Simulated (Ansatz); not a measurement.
Input and command of a plane-wave DFT calculation in Ansatz:

```yaml
crystal:
  lattice:
    - [4.0201506131, 0.0, 0.0]
    - [0.0, 4.1424441322, 0.0]
    - [0.0, 0.0, 2.6572880703]
  atoms:
    - { symbol: Mn, position: [0.0, 0.0, 0.0], spin: 4.0 }
    - { symbol: Mn, position: [0.5, 0.5, 0.5], spin: -4.0 }
    - { symbol: O, position: [0.78600764, 0.17703733, 0.5] }
    - { symbol: O, position: [0.71399236, 0.67703733, 0.0] }
    - { symbol: O, position: [0.28600764, 0.32296267, 0.0] }
    - { symbol: O, position: [0.21399236, 0.82296267, 0.5] }
basis:
  ecutwfc: 420
kpoints:
  mp_grid: { grid: [8, 8, 12] }
hamiltonian:
  xc: pbe
scf:
  occupations: { method: gaussian, width: 0.01 }
  lower_state_search: "off"
output:
  forces: true
  stress: true
  eigenvalues: true
  populations: true
  write_density: true
  write_potential: true
  elf: true
  volumetric_format: npy
magnetization:
  spin_polarized: true
```

```bash
ansatz run input.yaml --threads 1 --pin off --max-ram 2560MiB --backend cpu --events-out ev --progress --plain --runs-dir out
```

Processor: Arm Neoverse V1, 1 thread, on a host shared with other jobs.

**Question.** How long does it run, and how much memory does it take?

**Answer.** About 87 s on 1 thread of Arm Neoverse V1 (shared host), peak memory 0.74 GiB. It solves 38 bands at 238 k points (the mesh reduced by the symmetry that the task leaves, which can be less than the crystal's) with about 861 plane waves, in 13 SCF iterations.
